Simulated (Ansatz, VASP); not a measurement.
## Two plane-wave programs on Al

```xyz
2
Lattice="0.0000 3.0920 3.0920 3.0920 0.0000 3.0920 3.0920 3.0920 0.0000" Properties=species:S:1:pos:R:3 pbc="T T T"
Al    0.7730    0.7730    0.7730
Al    5.4111    5.4111    5.4111
```

Alike in both runs: task single point; functional r2SCAN; k mesh 10 × 10 × 10; occupations fermi-dirac, width 0.1 eV; no spin polarisation.

|  | VASP | Ansatz |
| --- | --- | --- |
| version | VASP 6.6.1 | Ansatz 0.2.0 |
| potentials or method | VASP PAW PBE potentials, release 64 (Al) | plane waves (500 eV) with PAW, scalar-relativistic |
| plane-wave cutoff (eV) | 520 | 500 |
| valence electrons in the cell | 6 | 6 |

|  | VASP | Ansatz | Ansatz less VASP |
| --- | --- | --- | --- |
| pressure (GPa) | -2.8 | -2.6 | +0.12 |

Caveats: the PAW data sets were made with another functional, which shifts forces and pressure a little (VASP).
